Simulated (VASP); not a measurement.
# CdTe (F-43m) in VASP: a series of runs

The runs below take CdTe through relaxation of cell and atoms, single point, with PBE.

Program: VASP 6.6.1. These are calculated values, not measurements. Logs are shortened: lines on timing, memory, paths and dates and some standing lists are left out, and cuts for length are marked.

**What was measured.**

From a printed reference work, data compilation, for a bulk crystal of CdTe at 0 K: band gap 1.607 eV.

How close the calculation comes is told below.

## Step 1: The cell of the first run

It takes space group F-43m (No. 216, cubic). The conventional cell has a = 6.619 Å, b = 6.619 Å, c = 6.619 Å, α = 90.00°, β = 90.00°, γ = 90.00°. Cd (site symmetry -43m) has 4 Te at 2.87 Å within 3.8 Å. Within 3.8 Å of Te (site symmetry -43m) lie 4 Cd at 2.87 Å.

## Step 2: Relaxation of cell and atoms, PBE, target pressure 9 GPa, at which the enthalpy is minimised

Contents of INCAR:

```
PREC = Accurate
ENCUT = 600
EDIFF = 1E-7
ISMEAR = 0
SIGMA = 0.01
LREAL = False
LASPH = True
NELM = 60
ALGO = Normal
ISIF = 3
LWAVE = False
LCHARG = False
GGA = PE
IBRION = 2
NSW = 80
EDIFFG = -0.001
PSTRESS = 90.0
```

Contents of KPOINTS:

```
Automatic mesh
0
Gamma
  10 10 10
```

Contents of POSCAR:

```
CdTe
1.0
    0.0000000000      3.3092645821      3.3092645821
    3.3092645821      0.0000000000      3.3092645821
    3.3092645821      3.3092645821      0.0000000000
Cd Te
1 1
Direct
    0.0000000000      0.0000000000      0.0000000000
    0.7500000000      0.7500000000      0.7500000000
```

Potentials or basis: VASP PAW PBE potentials, release 64 (Cd, Te).

Run with:

```bash
$ cat potpaw_PBE.64/Cd/POTCAR potpaw_PBE.64/Te/POTCAR > POTCAR
$ mpirun -np 1 vasp_std > vasp.out
```

OUTCAR:

```text
PREC = Accurate
   ENCUT = 600
   EDIFF = 1E-7
   ISMEAR = 0
   LREAL = False
   LASPH = True
   NELM = 60
   ISIF = 3
   GGA = PE
   IBRION = 2
   NSW = 80
   EDIFFG = -0.001
   PSTRESS = 90.0

 ion  position               nearest neighbor table
   1  0.000  0.000  0.000-   2 2.87   2 2.87   2 2.87   2 2.87
   2  0.750  0.750  0.750-   1 2.87   1 2.87   1 2.87   1 2.87

  LATTYP: Found a face centered cubic cell.
 ALAT       =     6.6185291642

  Lattice vectors:

 A1 = (   0.0000000000,   3.3092645821,   3.3092645821)
 A2 = (   3.3092645821,   0.0000000000,   3.3092645821)
 A3 = (   3.3092645821,   3.3092645821,   0.0000000000)

Analysis of symmetry for initial positions (statically):
=====================================================================
 Subroutine PRICEL returns:
 Original cell was already a primitive cell.

 Routine SETGRP: Setting up the symmetry group for a
 face centered cubic supercell.

 Subroutine GETGRP returns: Found 24 space group operations
 (whereof 24 operations were pure point group operations)
 out of a pool of 48 trial point group operations.

The static configuration has the point symmetry T_d .

Analysis of symmetry for dynamics (positions and initial velocities):
=====================================================================
 Subroutine PRICEL returns:
 Original cell was already a primitive cell.

 Routine SETGRP: Setting up the symmetry group for a
 face centered cubic supercell.

 Subroutine GETGRP returns: Found 24 space group operations
 (whereof 24 operations were pure point group operations)
 out of a pool of 48 trial point group operations.

The dynamic configuration has the point symmetry T_d .

 Subroutine INISYM returns: Found 24 space group operations
 (whereof 24 operations are pure point group operations),
 and found     1 'primitive' translations

----------------------------------------------------------------------------------------

                                     Primitive cell

  volume of cell :      72.4810

  direct lattice vectors                    reciprocal lattice vectors
     0.000000000  3.309264582  3.309264582    -0.151090971  0.151090971  0.151090971
     3.309264582  0.000000000  3.309264582     0.151090971 -0.151090971  0.151090971
     3.309264582  3.309264582  0.000000000     0.151090971  0.151090971 -0.151090971

  length of vectors
     4.680006853  4.680006853  4.680006853     0.261697239  0.261697239  0.261697239

  position of ions in fractional coordinates (direct lattice)
     0.000000000  0.000000000  0.000000000
     0.750000000  0.750000000  0.750000000

  ion indices of the primitive-cell ions
   primitive index   ion index
                 1           1
                 2           2

----------------------------------------------------------------------------------------

 KPOINTS: Automatic mesh

Automatic generation of k-mesh.
 Grid dimensions read from file:
 generate k-points for:   10   10   10

 Generating k-lattice:

  Cartesian coordinates                     Fractional coordinates (reciprocal lattice)
    -0.015109097  0.015109097  0.015109097     0.100000000  0.000000000  0.000000000
     0.015109097 -0.015109097  0.015109097     0.000000000  0.100000000  0.000000000
     0.015109097  0.015109097 -0.015109097     0.000000000  0.000000000  0.100000000

  Length of vectors
     0.026169724  0.026169724  0.026169724

  Shift w.r.t. Gamma in fractional coordinates (k-lattice)
     0.000000000  0.000000000  0.000000000

 Subroutine IBZKPT returns following result:
 ===========================================

 Found     47 irreducible k-points:

 Following reciprocal coordinates:
            Coordinates               Weight
  0.000000  0.000000  0.000000      1.000000
  0.100000  0.000000  0.000000      8.000000
  0.200000  0.000000  0.000000      8.000000
  0.300000  0.000000  0.000000      8.000000
  0.400000  0.000000  0.000000      8.000000
  0.500000  0.000000  0.000000      4.000000
[... 16 lines left out ...]
  0.300000  0.300000  0.000000      6.000000
  0.400000  0.300000  0.000000     24.000000
 [... further k-points ...]
   k-points           NKPTS =     47   k-points in BZ     NKDIM =     47   number of bands    NBANDS=     13
   number of dos      NEDOS =    301   number of ions     NIONS =      2
   total plane-waves  NPLWV =  64000
   dimension x,y,z NGX =    40 NGY =   40 NGZ =   40
   dimension x,y,z NGXF=    80 NGYF=   80 NGZF=   80
   ions per type =               1   1
   NGX,Y,Z   is equivalent  to a cutoff of  14.21, 14.21, 14.21 a.u.
   NGXF,Y,Z  is equivalent  to a cutoff of  28.42, 28.42, 28.42 a.u.
 SYSTEM =  unknown system
   PREC   = accura    normal or accurate (medium, high low for compatibility)
   ISTART =      0    job   : 0-new  1-cont  2-samecut
   ICHARG =      2    charge: 1-file 2-atom 10-const
   ISPIN  =      1    spin polarized calculation?
   LNONCOLLINEAR =      F non collinear calculations
   LSORBIT =      F    spin-orbit coupling
   LASPH  =      T    aspherical Exc in radial PAW
   ENCUT  =  600.0 eV  44.10 Ry    6.64 a.u.   9.35  9.35  9.35*2*pi/ulx,y,z
   NELM   =     60;   NELMIN=  2; NELMDL= -5     # of ELM steps
   EDIFF  = 0.1E-06   stopping-criterion for ELM
   LREAL  =      F    real-space projection
   EDIFFG = -.1E-02   stopping-criterion for IOM
   NSW    =     80    number of steps for IOM
   IBRION =      2    ionic relax: 0-MD 1-quasi-New 2-CG
   NFREE  =      1    steps in history (QN), initial steepest desc. (CG)
   ISIF   =      3    stress and relaxation
   ISYM   =      2    0-nonsym 1-usesym 2-fastsym
   POTIM  = 0.5000    time-step for ionic-motion
   TEBEG  =    0.0;   TEEND  =   0.0 temperature during run
   PSTRESS=   90.0 pullay stress
   NELECT =      18.0000    total number of electrons
   NUPDOWN=      -1.0000    fix difference up-down
   EMIN   =  10.00;   EMAX   =-10.00  energy-range for DOS
   EFERMI =   0.00;   METHOD = LEGACY
   ISMEAR =     0;   SIGMA  =   0.01  broadening in eV -4-tet -1-fermi 0-gaus
   EFERMI_NEDOS =   21; number of points for ismear=-14 and -15
   IALGO  =     38    algorithm
   IMIX   =      4    mixing-type and parameters
     AMIX     =   0.40;   BMIX     =  1.00
     AMIX_MAG =   1.60;   BMIX_MAG =  1.00
  volume/ion in A,a.u.               =      36.24       244.56
  Fermi-wavevector in a.u.,A,eV,Ry     =   1.029021  1.944567 14.406990  1.058884
  Thomas-Fermi vector in A             =   2.163047
   LORBIT       =      0    0 simple, 1 ext, 2 COOP (PROOUT), +10 PAW based schemes
   GGA     = PE    functional components
   LHFCALC =     F    Hartree Fock is set to
   AEXX    =    0.0000 exact exchange contribution
   IVDW    =     0    specifies the selected vdW correction
   LEPSILON=     F    determine dielectric tensor
   LRPA    =     F    only Hartree local field effects (RPA)
 conjugate gradient relaxation of ions
 non-spin polarized calculation
 Gauss-broadening in eV      SIGMA  =   0.01
  energy-cutoff  :      600.00
  volume of cell :       72.48
 maximum number of plane-waves:      2450
 NGX is ok and might be reduce to    40
   NGX = 19   NGY = 19   NGZ = 19

--------------------------------------- Ionic step        1  -------------------------------------------

 number of electron      18.0000001 magnetization

 Free energy of the ion-electron system (eV)
  ---------------------------------------------------
  ext. energy  EPLUGINS =         0.00000000
  ---------------------------------------------------
  free energy    TOTEN  =        -4.81248750 eV

  energy without entropy =       -4.81248750  energy(sigma->0) =       -4.81248750

------------------------ aborting loop because EDIFF is reached ----------------------------------------

  FORCE on cell =-STRESS in cart. coord.  units (eV):
  Direction    XX          YY          ZZ          XY          YZ          ZX
  --------------------------------------------------------------------------------------
  -------------------------------------------------------------------------------------
  Total        0.0295558      0.0295558      0.0295558      0.0000000     -0.0000000      0.0000000
  in kB        0.6533236      0.6533236      0.6533236      0.0000000     -0.0000000      0.0000000
  external PRESSURE =     -89.3466764 kB  Pullay stress =      90.0000000 kB

 VOLUME and BASIS-vectors are now :
 -----------------------------------------------------------------------------
  energy-cutoff  :      600.00
  volume of cell :       72.48
      direct lattice vectors                 reciprocal lattice vectors
     0.000000000  3.309264582  3.309264582    -0.151090971  0.151090971  0.151090971
     3.309264582  0.000000000  3.309264582     0.151090971 -0.151090971  0.151090971
     3.309264582  3.309264582  0.000000000     0.151090971  0.151090971 -0.151090971
[... 198 lines left out ...]
  FREE ENERGIE OF THE ION-ELECTRON SYSTEM (eV)
  ---------------------------------------------------
  free  energy   TOTEN  =        -4.5517146686 eV

  energy  without entropy=       -4.5517146686  energy(sigma->0) =       -4.55171467

  enthalpy is  TOTEN    =        -1.1007119124 eV   P V=        3.4510027561

--------------------------------------- Ionic step        7  -------------------------------------------

 number of electron      17.9999998 magnetization

 Free energy of the ion-electron system (eV)
  ---------------------------------------------------
  ext. energy  EPLUGINS =         0.00000000
  ---------------------------------------------------
  free energy    TOTEN  =        -4.54171597 eV

  energy without entropy =       -4.54171597  energy(sigma->0) =       -4.54171597

 E-fermi :   3.4763     XC(G=0):  -9.0610

 val. band max:        3.3748816214   @ k =   0.0000   0.0000   0.0000
 cond. band min:       4.4758871781   @ k =   0.0000   0.0000   0.0000
 fundamental gap:      1.1010055568
 Fermi energy:         3.4763204804

 k-point     1 :       0.0000    0.0000    0.0000
  band No.  band energies     occupation
      1      -8.4643      2.00000
      2      -5.3403      2.00000
      3      -5.3403      2.00000
      4      -5.3403      2.00000
      5      -4.9932      2.00000
      6      -4.9932      2.00000
      7       3.3749      2.00000
      8       3.3749      2.00000
      9       3.3749      2.00000
     10       4.4759      0.00000
     11       7.8814      0.00000
     12       7.8814      0.00000
     13       7.8814      0.00000

 k-point     2 :       0.1000    0.0000    0.0000
  band No.  band energies     occupation
      1      -8.4165      2.00000
      2      -5.3306      2.00000
      3      -5.3306      2.00000
      4      -5.3092      2.00000
      5      -4.9942      2.00000
      6      -4.9942      2.00000
      7       2.4127      2.00000
      8       3.2606      2.00000
      9       3.2606      2.00000
     10       5.1489      0.00000
     11       7.8851      0.00000
[... 339 lines left out ...]
 k-point    24 :       0.4000    0.3000    0.0000
  band No.  band energies     occupation
      1      -7.9321      2.00000
      2      -5.1904      2.00000
      3      -5.1736      2.00000
      4      -5.1127      2.00000
      5      -4.9634      2.00000
      6      -4.6962      2.00000
      7      -0.6883      2.00000
      8       1.3157      2.00000
      9       1.5264      2.00000
     10       6.0984      0.00000
     11       6.7150      0.00000
     12      10.3561      0.00000
     13      11.0805      0.00000

 [... further k-points ...]
[... 5 lines left out ...]
  --------------------------------------------------------------------------------------
  -------------------------------------------------------------------------------------
  Total        3.4425198      3.4425198      3.4425198     -0.0000000      0.0000000      0.0000000
  in kB       90.0427900     90.0427900     90.0427900     -0.0000000      0.0000000      0.0000000
  external PRESSURE =       0.0427900 kB  Pullay stress =      90.0000000 kB

 VOLUME and BASIS-vectors are now :
 -----------------------------------------------------------------------------
  energy-cutoff  :      600.00
  volume of cell :       61.25
      direct lattice vectors                 reciprocal lattice vectors
    -0.000000000  3.128739187  3.128739187    -0.159808782  0.159808782  0.159808782
     3.128739187 -0.000000000  3.128739187     0.159808782 -0.159808782  0.159808782
     3.128739187  3.128739187  0.000000000     0.159808782  0.159808782 -0.159808782

 POSITION                                       TOTAL-FORCE (eV/Angst)
 -----------------------------------------------------------------------------------
      0.00000      0.00000      0.00000         0.000000     -0.000000      0.000000
      4.69311      4.69311      4.69311         0.000000      0.000000     -0.000000
 -----------------------------------------------------------------------------------
    total drift:                                0.000000      0.000000      0.000000

  FREE ENERGIE OF THE ION-ELECTRON SYSTEM (eV)
  ---------------------------------------------------
  free  energy   TOTEN  =        -4.5417159747 eV

  energy  without entropy=       -4.5417159747  energy(sigma->0) =       -4.54171597

  enthalpy is  TOTEN    =        -1.1008321636 eV   P V=        3.4408838111

 reached required accuracy - stopping structural energy minimisation
```

It took 7.8 min on 1 thread of Intel Xeon 6975P-C, shared host; peak memory 0.29 GiB.

Results:

- Free energy: -4.5417 eV
- Relaxed volume: 30.63 Å³/atom
- Relaxed cell: a = 4.425 Å, b = 4.425 Å, c = 4.425 Å, α = 60.00°, β = 60.00°, γ = 60.00°
- Space group after relaxing (to 0.05 Å): F-43m (No. 216)
- Energy change on relaxing (the enthalpy is what falls): +135.4 meV/atom
- Ionic steps: 7
- Pressure after relaxing: 9.0 GPa
- Band gap on the k mesh: 1.10 eV, direct

Step by step:
```tsv
step	energy change (eV)	largest force (eV/Å)	pressure (GPa)	volume (Å³)
1	0.0000	0.0000	0.07	72.48
2	1.0244	0.0000	22.85	53.28
3	0.2584	0.0000	8.73	61.48
4	0.2698	0.0000	8.98	61.27
5	0.2819	0.0000	9.24	61.06
6	0.2608	0.0000	8.79	61.43
7	0.2708	0.0000	9.00	61.25
```

Final structure:
```
Cd Te
1.0
     0.00000    3.12874    3.12874
     3.12874    0.00000    3.12874
     3.12874    3.12874    0.00000
Cd Te
1 1
Direct
  0.00000 0.00000 0.00000
  0.75000 0.75000 0.75000
```

Caveat: the cell is relaxed towards a set pressure, so the enthalpy falls and the energy may rise; the volume moved by over 15 % at a fixed basis, so the end points are rough; spin-orbit coupling is left out, which moves the levels of the heavy elements. A hybrid or GW would open this gap; PBE tends to underestimate it.

(Continued in part 2 of 2.)
